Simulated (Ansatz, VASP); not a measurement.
Two plane-wave programs on AlCu

The input INCAR:

```
PREC     = Accurate       # precision mode
ENCUT    = 520            # plane-wave cutoff, eV
EDIFF    = 1E-6           # SCF threshold, eV
ISMEAR   = 1              # smearing method
SIGMA    = 0.1            # smearing width, eV
LREAL    = F              # projectors in reciprocal space
LASPH    = T              # aspherical terms in the spheres
NELM     = 60             # most SCF steps
ALGO     = Normal         # electronic algorithm
ISIF     = 2              # what is computed and relaxed
LWAVE    = F              # write WAVECAR
LCHARG   = T              # write CHGCAR
GGA      = PS             # functional
LELF     = T              # ELF
LVHAR    = T            
NBANDS   = 14             # bands
```

KPOINTS

```
Automatic mesh
0
Gamma
  10 10 10
```

File POSCAR:

```
AlCu
1.0
    2.8724648289      0.0000000000      0.0000000000
    0.0000000000      2.8724648289      0.0000000000
    0.0000000000      0.0000000000      2.8724648289
Al Cu
1 1
Direct
    0.0000000000      0.0000000000      0.0000000000
    0.5000000000      0.5000000000      0.5000000000
```

Input for Ansatz:

```yaml
crystal:
  lattice:
    - [2.872464828864882, 0.0, 0.0]
    - [0.0, 2.872464828864882, 0.0]
    - [0.0, 0.0, 2.872464828864882]
  atoms:
    - { symbol: Al, position: [0.0, 0.0, 0.0] }
    - { symbol: Cu, position: [0.5, 0.5, 0.5] }
basis:
  ecutwfc: 500.0
kpoints:
  mp_grid:
    grid: [10, 10, 10]
hamiltonian:
  xc: pbesol
scf:
  occupations:
    method: methfessel_paxton
output:
  stress: true
```

The cell comes from a database or a generator and needn't be the stable form of this composition.

Alike in both runs: task single point; functional PBEsol; k mesh 10 × 10 × 10; no spin polarisation.

```csv
,VASP,Ansatz
version,VASP 6.6.1,Ansatz 0.2.0
potentials or method,"VASP PAW PBE potentials, release 64 (Al, Cu)","plane waves, PAW"
plane-wave cutoff (eV),520,500
occupations,"methfessel-paxton of order 1, width 0.1 eV",methfessel-paxton of order 1
valence electrons in the cell,14,22
```

Ansatz gave:

| Property | Result |
| --- | --- |
| pressure (GPa) | 13.8 |

Estimate VASP's values.

pressure (GPa): 14.5.

The two sets of potentials don't hold the same shells in valence.

Caveats: the PAW data sets were made with another functional, which shifts forces and pressure a little (VASP).
